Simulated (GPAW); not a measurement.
## Ni3Al: changing the Hubbard U on Ni d

```cif
data_structure
_symmetry_space_group_name_H-M 'P 1'
_symmetry_Int_Tables_number 1
_cell_length_a 3.9625
_cell_length_b 3.9625
_cell_length_c 3.9625
_cell_angle_alpha 60.000
_cell_angle_beta 60.000
_cell_angle_gamma 60.000
_cell_volume 43.99
loop_
_atom_site_label
_atom_site_type_symbol
_atom_site_fract_x
_atom_site_fract_y
_atom_site_fract_z
_atom_site_occupancy
Ni1 Ni 0.75000 0.75000 0.75000 1
Ni2 Ni 0.00000 0.00000 0.00000 1
Ni3 Ni 0.25000 0.25000 0.25000 1
Al1 Al 0.50000 0.50000 0.50000 1
```

The cell comes from a database or a generator and needn't be the stable form of this composition.

Kept alike: task band structure; functional PBEsol; k mesh 7 × 7 × 7; occupations fermi-dirac, width 0.05 eV; collinear spin, ferromagnetic start. Program: GPAW, PAW data sets generated for this functional, cutoff 600 eV. The mesh is that of the run's cell of 4 atoms. No spin-orbit coupling.

| Hubbard U on Ni d, U (eV) | pressure (GPa) | largest site moment (μB) |
| --- | --- | --- |
| 0 | 1.42 | 0.00 |
| 1 | 0.12 | 0.00 |
| 2 | -1.17 | 0.00 |
| 3 | -2.27 | 0.24 |
| 4 | -2.63 | 0.56 |

Pressure is positive in compression; the values hold the error of the finite cutoff, so their zero can differ a little from the energy's minimum. For a metal such a mesh leaves the last digits unconverged. How U acts hangs on the program's projectors. The runs hold the magnetic state that their start led to, which needn't be the lowest. Site moments count inside each atom's sphere or projector.

The pressure falls from 1.42 to -2.63 GPa between 0 and 4 eV. The largest site moment rises from 0.00 to 0.56 μB between 0 and 4 eV. U favours whole occupations of the shell, which as a rule raises the local moment.
